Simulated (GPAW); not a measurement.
Crystal: Pt.

```
Pt
1.0
    -1.58422    1.58422    1.58422
     1.58422   -1.58422    1.58422
     1.58422    1.58422   -1.58422
Pt
1
Direct
  0.00000 0.00000 0.00000
```

This isn't the form of Pt at room conditions, which is fcc.

| Property | Result |
| --- | --- |
| Program | GPAW 26.7.0 |
| Task | single point |
| Functional | PBEsol |
| Potentials or basis | PAW data sets generated in the run's folder for this functional |
| Cutoff | 600 eV |
| Basis | pw |
| k mesh | 12 × 12 × 12 |
| Occupations | fermi-dirac, width 0.05 eV |
| Spin | no spin polarisation |

On this cell: pressure -11.5 GPa; band gap on the k mesh none (metal or under the smearing width).

The same run follows on a disturbed copy (cell strained at random at fixed volume):

```
Pt
1.0
    -1.51792    1.61257    1.57266
     1.58438   -1.59122    1.61776
     1.52358    1.59687   -1.55131
Pt
1
Direct
  0.98769 0.99114 0.98751
```

What changes?

The energy (extrapolated to zero smearing) moves by +11.4 meV/atom; pressure -11.0 GPa; band gap on the k mesh none (metal or under the smearing width).

Stress tensor (GPa, compression positive):
```
-12.50  -0.15  -5.58
 -0.15  -9.84  -1.90
 -5.58  -1.90 -10.63
```
